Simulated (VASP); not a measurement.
Sn, 1 atom in the cell. It takes space group Im-3m (No. 229, cubic). The conventional cell has a = 3.789 Å, b = 3.789 Å, c = 3.789 Å, α = 90.00°, β = 90.00°, γ = 90.00°. Around Sn (site symmetry m-3m) lie 8 Sn at 3.28 Å. This isn't the form of Sn at room conditions, which is tetragonal (white tin).

| Item | Value |
| --- | --- |
| Program | VASP 6.6.1 |
| Task | single point |
| Functional | PBEsol |
| Potentials or basis | VASP PAW PBE potentials, release 64 (Sn_d) |
| Cutoff | 520 eV |
| k mesh | 20 × 20 × 20 |
| Occupations | gaussian, width 0.15 eV |
| Spin | no spin polarisation |
| Dipole correction | no |
| Further INCAR settings | ALGO = Normal; EDIFF = 1e-07; NBANDS = 13 |

Potentials or basis: VASP PAW PBE potentials, release 64 (Sn_d).

Launch:

```sh
$ cat potpaw_PBE.64/Sn_d/POTCAR > POTCAR
$ mpirun -np 1 vasp_std > vasp.out
```

Hardware: 1 thread of Intel(R) Xeon(R) Platinum 8259CL CPU @ 2.50GHz (Skylake/Cascade Lake) (shared host).

Estimate the wall time of this run.

Wall time 39 s on 1 thread of Intel(R) Xeon(R) Platinum 8259CL CPU @ 2.50GHz (Skylake/Cascade Lake), on a shared host, peak memory 0.2 GiB. Counts: scf iterations 11, k points 256.
